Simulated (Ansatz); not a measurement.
# TaS2 (P-3m1): zero-pressure volume and bulk modulus with RPBE + D4

What volume and stiffness does RPBE + D4 give for TaS2 (P-3m1)?

Computed with Ansatz 0.2.0 (DFT RPBE + D4, scalar-relativistic, plane waves, PAW, unless a step's input says otherwise).

1 further run of the same task is left out (set aside as unsound or not needed). Runs told in other sessions of the task aren't counted.

## Step 1: The starting structure

Symmetry: P-3m1, No. 164, trigonal system. The conventional cell has a = 3.337 Å, b = 3.337 Å, c = 5.906 Å, α = 90.00°, β = 90.00°, γ = 120.00°. Around Ta (site symmetry -3m) lie 6 S at 2.47 Å. S (site symmetry 3m) has 3 Ta at 2.47 Å in its first shell of neighbours.

Coordinates:

```xyz
3
Lattice="3.3368 0.0000 0.0000 -1.6684 2.8898 0.0000 0.0000 0.0000 5.9063" Properties=species:S:1:pos:R:3 pbc="T T T"
Ta    0.0000    0.0000    0.0000
S     0.0000    1.9265    1.5462
S     1.6684    0.9633    4.3601
```

An earlier run on this cell at PBE gave 2.71 GPa at 18.984 Å³/atom (8×8×4 mesh), metallic, no moment left.

## Step 2: At the given cell

Contents of input.yaml:

```yaml
crystal:
  lattice:
    - [3.3368432777, 0.0, 0.0]
    - [-1.6684216388, 2.8897910469, 0.0]
    - [0.0, 0.0, 5.9063051333]
  atoms:
    - { symbol: Ta, position: [0.0, 0.0, 0.0], spin: 0.05 }
    - { symbol: S, position: [0.3333333333, 0.6666666667, 0.2617897483] }
    - { symbol: S, position: [0.6666666667, 0.3333333333, 0.7382102517] }
basis:
  ecutwfc: 420
  ecutrho_ratio: 4
kpoints:
  mp_grid: { grid: [8, 8, 4] }
hamiltonian:
  xc: rpbe
  dispersion: d4
scf:
  occupations: { method: gaussian, width: 0.05 }
output:
  forces: true
  stress: true
  eigenvalues: true
  populations: true
magnetization:
  spin_polarized: true
relax:
  f_tol: 0.02
  max_steps: 40
  cell: { stress_tol: 0.2, fix: [volume] }
checkpoint:
  read: start.run
  write: ck
  compress: false
  write_wavefunctions: false
  write_every: 100000
```

start.run holds the state of a PBE run on this cell.

Launch:

```sh
$ ansatz run input.yaml --threads 4 --pin off --max-ram 8192MiB --backend cpu --events-out ev --progress --plain --runs-dir out
```

After this run come: A step to a new volume; A step to a new volume; A step to a new volume; Volume × 0.98 of the new zero; Volume × 1.02 of the new zero; Volume × 0.96 of the new zero; Volume × 1.04 of the new zero.

What does the calculation give? Wanted: volume nearest zero pressure; fit.

The runs gave:

| quantity | value |
| --- | --- |
| volume nearest zero pressure | 18.190 Å³/atom at 0.03 GPa |
| gap on the mesh there | none (metal) |
| fit | no modulus quoted |
| time in all | 38 s |

**Reading.** The points don't follow one smooth curve, or give an unlikely pressure derivative, as when the electronic state or the structure changes between volumes; no modulus is quoted. Spin–orbit coupling is left out, though the cell holds Ta; in elements this heavy it can shift levels and gaps by tenths of an eV. A run loses the moments it was seeded with; other starts can end magnetic.
